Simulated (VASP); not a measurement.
Set up this calculation in VASP 6.6.1, as the native input.

- Task: single point
- Functional: PBEsol
- Potentials or basis: VASP PAW PBE potentials, release 64 (Co)
- Cutoff: 520 eV
- k mesh: 6 × 6 × 6
- Occupations: gaussian, width 0.1 eV
- Spin: collinear spin, typed start
- Starting moments: [3.0, 3.0, 3.0, 3.0] μB
- Dipole correction: no
- Further INCAR settings: ALGO = Fast; EDIFF = 1e-06; NBANDS = 30

The structure of Co lies in POSCAR:

```
Co
1.0
    1.8880756888     -3.1999381528      0.0000000000
    1.8880756888      3.1999381528      0.0000000000
    0.0000000000      0.0000000000      3.7811743028
Co
4
Direct
    0.1525000000      0.8475000000      0.0785000000
    0.6525000000      0.3475000000      0.4215000000
    0.8475000000      0.1525000000      0.9215000000
    0.3475000000      0.6525000000      0.5785000000
```

The cell was built by a generator and needn't be a form met in nature.

The input as run:

INCAR

```
PREC = Accurate
ENCUT = 520
EDIFF = 1E-6
ISMEAR = 0
SIGMA = 0.1
LREAL = F
LASPH = T
NELM = 150
ALGO = Fast
ISIF = 2
LWAVE = F
LCHARG = F
ISPIN = 2
MAGMOM = 3 3 3 3
LORBIT = 11
LMAXMIX = 4
GGA = PS
NBANDS = 30
```

KPOINTS

```
regular mesh
0
Gamma
  6 6 6
```

Potentials or basis: VASP PAW PBE potentials, release 64 (Co).

The run is started by

```bash
$ cat potpaw_PBE.64/Co/POTCAR > POTCAR
$ mpirun -np 1 vasp_std > vasp.out
```

Results of the run:

```yaml
Pressure: 17.5 GPa
Largest_force: 0.631 eV/Å
Band_gap_on_the_k_mesh: none (metal or under the smearing width)
Net_moment: 6.15 μB per cell
Site_moments: Co +1.52 μB
Valence_electrons_inside_the_program's_atomic_spheres: Co 8.49
```

Caveat: so large a pressure means that the cell lies far from this level's equilibrium, or that cutoff or potentials fall short; the potentials were made for another functional, which shifts forces and pressure.

Run time: 2 min on 1 thread of Intel(R) Xeon(R) Platinum 8559C (Emerald Rapids), on a shared host, peak memory 0.22 GiB.
